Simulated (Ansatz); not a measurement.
Output of an Ansatz run (abridged):

```
WARN basis.ecutwfc = 420 eV, the default
WARN ansatz: RAYON_NUM_THREADS=1 ignored (pool sized by the plan → 1); use --threads N
Pseudopotentials: kind: paw
Pseudopotential: Zr, paw, valence charge 12
Pseudopotential: O, paw, valence charge 6
Crystal: 6 atoms, lattice volume = 65.673 Å³
Basis set: ecut = 420 eV, 1277 PW (Γ), exchange–correlation on 48×48×72 points (8 copies of the dense FFT grid, shifted against one another)
Bands: 30, of which v1, the nominal top of the filled ones, is band 24 counted from 1 (23 counted from 0)
Symmetry: 16 space group operations
Space group: P42/nmc (ITA 137), of the structure as read, at distance tolerance 4.0e-5 Å
k-points: 60 of 567
Initial density: superposition of atomic densities (neutral atoms: chi_scale 0, normalization atom), corrected by the library's trained network
Initial wavefunctions: pseudopotential atomic-orbital guess
Eigensolver: davidson
Functional: x = pbe(κ = 0.804, μ = 0.2195149727645171), c = pbe(β = 0.06672455060314922)
SCF iter   1: F=—  HF=-10647.731354 eV  |F-HF|=—  |Δ(HF+E_count)|=         —  Δρ=3.42e-3  dr2=1.71e-3  ethr=1.77e-3  ⟨swp⟩=4.2  Hψ=6697  notcnv=0  defer=135
all-band conjugate gradients solve this SCF's bands
preconditioner: auto → Resta (q_TF=auto, 2.589 Å⁻¹)
SCF iter   2: F=—  HF=-10647.731264 eV  |F-HF|=—  |Δ(HF+E_count)|=   8.93e-5  Δρ=1.75e-3  dr2=4.64e-4  ethr=3.56e-6  ⟨swp⟩=2.0  Hψ=3840  notcnv=0  defer=240
SCF iter   3: F=—  HF=-10647.731544 eV  |F-HF|=—  |Δ(HF+E_count)|=   2.80e-4  Δρ=3.82e-4  dr2=6.33e-5  ethr=9.67e-7  ⟨swp⟩=2.0  Hψ=2760  notcnv=0  defer=240
SCF iter   4: F=—  HF=-10647.731422 eV  |F-HF|=—  |Δ(HF+E_count)|=   1.23e-4  Δρ=8.33e-5  dr2=1.83e-6  ethr=1.32e-7  ⟨swp⟩=2.0  Hψ=2640  notcnv=0  defer=120
iter 5 did not close the SCF: its close was put off for the readings that it lacked (scf_convergence_deferred on its scf_iter line)
SCF iter   5: F=-10647.731424 eV  HF=-10647.731424 eV  |F-HF|=2.79e-8  |Δ(HF+E_count)|=   2.10e-6  Δρ=1.61e-5  dr2=6.61e-8  ethr=3.82e-9  ⟨swp⟩=2.2  Hψ=2909  notcnv=0  defer=120
SCF iter   6: F=-10647.731424 eV  HF=-10647.731424 eV  |F-HF|=5.33e-9  |Δ(HF+E_count)|=   4.68e-8  Δρ=4.89e-6  dr2=3.31e-9  ethr=1.38e-10  ⟨swp⟩=8.5  Hψ=8385  notcnv=0
SCF 1 converged in 6 iterations: F = -10647.731424 eV  dr2 = 3.31e-9
SCF converged after 6 iterations
Free energy (F): -10647.731424 eV
Harris-Foulkes:  -10647.731424 eV  (|F-HF|=5.33e-9)
Internal energy: -10647.731424 eV  (E = F + TS)
E sigma→0 (E₀):  -10647.731424 eV
Fermi energy:    11.594104 eV
--- Per-component energies (eV) ---
  E_band       = -121.944260
  E_kinetic    = 1381.168490
  E_local      = -2303.663561  (includes V_loc(G=0)·N_el)
  E_nonlocal   = 343.254840
  E_hartree    = 762.791381
  E_xc         = -625.261638
  E_vxc        = -767.466891  (∫ρ·V_xc dr)
  E_paw        = -6538.494354  (= ΣΔE_a)
  E_vpaw       = -300.828969  (= ΣTr[D̂ρ^β])
  E_aug_tail   = 0.010130  (compensation charges beyond the density's cutoff)
  E_ewald      = -3667.536711
  E_smearing   = -0.000000  (= −TS)
  E_closure    = 0.000000  (closes the sum)
  Σ components = -10647.731424   (vs F -10647.731424, Δ=0.00e0)
--- Forces (eV/Å), atoms counted from 1 ---
  atom   1  Zr     0.00000000     0.00000000    -0.00000000
  atom   2  Zr     0.00000000     0.00000000    -0.00000000
  atom   3  O      0.00000000     0.00000000    -0.15677819
  atom   4  O      0.00000000     0.00000000    -0.15677819
  atom   5  O      0.00000000     0.00000000     0.15677819
  atom   6  O      0.00000000     0.00000000     0.15677819
  max |Σ_I F_I| component: 5.55e-17 eV/Å
--- Stress (GPa, compression-positive) ---
       12.182999       0.000000       0.000000
        0.000000      12.182999       0.000000
        0.000000       0.000000      10.803890
  P = ⅓ Tr σ = 11.7233 GPa (117.233 kbar)
  The stress holds the Pulay correction. Without it, at fixed plane waves, as pw.x and ABINIT print it: P = 10.9477 GPa
--- Band table (eV; the first three rows and the last of 60) ---
  k-point 0: bands = ["-35.6715", "-35.6105", "-14.3236", "-13.7222", "-13.7222", "-13.5896", "-13.5563", "-13.5563", "-6.0654", "-4.8154", "-4.0734", "-3.8333", "6.5742", "6.8206", "6.9970", "6.9970", "9.1593", "9.1593", "10.2760", "10.2760", [...]
  k-point 1: bands = ["-35.6685", "-35.6135", "-14.2920", "-13.7141", "-13.7141", "-13.6320", "-13.5646", "-13.5646", "-5.9718", "-4.7719", "-4.1884", "-3.8818", "6.7353", "7.0164", "7.0577", "7.0577", "8.8987", "8.8987", "10.4969", "10.4969", [...]
  k-point 2: bands = ["-35.6600", "-35.6220", "-14.2014", "-13.7465", "-13.6915", "-13.6915", "-13.5878", "-13.5878", "-5.7096", "-4.6468", "-4.4888", "-4.0270", "7.2056", "7.2376", "7.2376", "7.5664", "8.4206", "8.4206", "9.7714", "10.3419", [...]
  k-point 59: bands = ["-35.6031", "-35.6027", "-14.1897", "-14.1789", "-14.0799", "-14.0628", "-13.7308", "-13.7306", "-4.3042", "-4.2810", "-4.1524", "-4.1202", "7.1404", "7.1765", "7.8192", "7.8686", "9.3336", "9.5059", "9.6863", "9.9212", [...]
```

The structure:

```
CELL_PARAMETERS angstrom
      3.56345     0.00000     0.00000
      0.00000     3.56345     0.00000
      0.00000     0.00000     5.17186
ATOMIC_POSITIONS crystal
  Zr 0.00000 0.00000 0.00000
  Zr 0.50000 0.50000 0.50000
  O  0.00000 0.50000 0.30177
  O  0.00000 0.50000 0.80177
  O  0.50000 0.00000 0.19823
  O  0.50000 0.00000 0.69823
```

Task: What input produced this log?

Result: Other spellings and defaults could give the same log, and not every line can be read from it. The input that was run (DFT, PBE, plane waves, default PAW files):

Ansatz 0.2 input:
```yaml
crystal:
  lattice:
    - [3.563448, 0.000000, 0.000000]
    - [0.000000, 3.563448, 0.000000]
    - [0.000000, 0.000000, 5.171863]
  atoms:
    - { symbol: Zr, position: [0.000000, 0.000000, 0.000000] }
    - { symbol: Zr, position: [0.500000, 0.500000, 0.500000] }
    - { symbol: O, position: [0.000000, 0.500000, 0.301770] }
    - { symbol: O, position: [0.000000, 0.500000, 0.801770] }
    - { symbol: O, position: [0.500000, 0.000000, 0.198230] }
    - { symbol: O, position: [0.500000, 0.000000, 0.698230] }
kpoints:
  mp_grid:
    grid: [9, 9, 7]
hamiltonian:
  xc: pbe
  pseudopotentials:
    kind: paw
scf:
  occupations:
    method: fixed
output:
  forces: true
  eigenvalues: true
  stress: true
```

The starting cell comes from a database of computed structures (which also holds hypothetical and non-ambient phases and stackings), without a prior relaxation at this level. Its lattice was rescaled by a random factor within 2.5 % of one. With a pressure of about 12 GPa the cell is away from its equilibrium volume at this level. Ansatz's pressure includes its estimate of the finite-basis (Pulay) stress. Without the estimate this run gives 10.95 GPa.

Ansatz is a first-principles code.
